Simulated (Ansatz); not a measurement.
# ZnS: the cost of one run

Method: DFT PBE, scalar-relativistic, plane waves, PAW, in Ansatz 0.2.0.

The COD entry's cell or inner coordinates are ideal or old and differ from later refinements, so a difference from it is no clean test against experiment.

1 further run of the same task is left out (set aside as unsound or not needed).

## 1. The system as given

The structure is cubic, space group F-43m (No. 216). The conventional cell has a = 5.443 Å, b = 5.443 Å, c = 5.443 Å, α = 90.00°, β = 90.00°, γ = 90.00°. Around Zn (site symmetry -43m) lie 4 S at 2.36 Å. S (site symmetry -43m) is surrounded by 4 Zn at 2.36 Å.

Structure file:

```
CELL_PARAMETERS angstrom
0.00000 2.72148 2.72148
2.72148 0.00000 2.72148
2.72148 2.72148 0.00000
ATOMIC_POSITIONS crystal
Zn 0.25000 0.25000 0.25000
S 0.00000 0.00000 0.00000
```

This cell was relaxed beforehand with the same method: volume 20.16 Å³/atom, gap on the mesh 2.02 eV.

## 2. The bulk in the plane's own cell

The same crystal, re-cut so that c stands normal to the (211) plane; its mesh matches that of the cells to come, so errors of the mesh cancel.

Input file input.yaml:

```yaml
crystal:
  lattice:
    - [3.8487553787, 0.0, 0.0]
    - [0.0, 9.4274868225, 0.0]
    - [0.0, 0.0, 6.6662398618]
  atoms:
    - { symbol: Zn, position: [0.5, 0.75, 0.5] }
    - { symbol: S, position: [0.0, 0.0, 0.0] }
    - { symbol: S, position: [0.0, 0.3333333333, 0.6666666667] }
    - { symbol: Zn, position: [0.5, 0.0833333333, 0.1666666667] }
    - { symbol: Zn, position: [0.5, 0.4166666667, 0.8333333333] }
    - { symbol: S, position: [1.0, 0.6666666667, 0.3333333333] }
    - { symbol: Zn, position: [1.0, 0.75, 0.0] }
    - { symbol: Zn, position: [0.0, 0.0833333333, 0.6666666667] }
    - { symbol: S, position: [0.5, 0.0, 0.5] }
    - { symbol: Zn, position: [1.0, 0.4166666667, 0.3333333333] }
    - { symbol: S, position: [0.5, 0.3333333333, 0.1666666667] }
    - { symbol: S, position: [0.5, 0.6666666667, 0.8333333333] }
basis:
  ecutwfc: 420
kpoints:
  mp_grid: { grid: [8, 4, 4] }
hamiltonian:
  xc: pbe
scf:
  occupations: { method: gaussian, width: 0.05 }
output:
  forces: true
  stress: true
  eigenvalues: true
```

Started as:

```
> ansatz run input.yaml --threads 4 --pin off --max-ram 11264MiB --backend cpu --events-out ev --progress --plain --runs-dir out
```

**Question.** How long does this run take on 4 threads of Intel Xeon at 2.50GHz (Skylake/Cascade Lake), shared host, and how much memory does it need?

About 58 s, with a peak of 0.94 GiB.
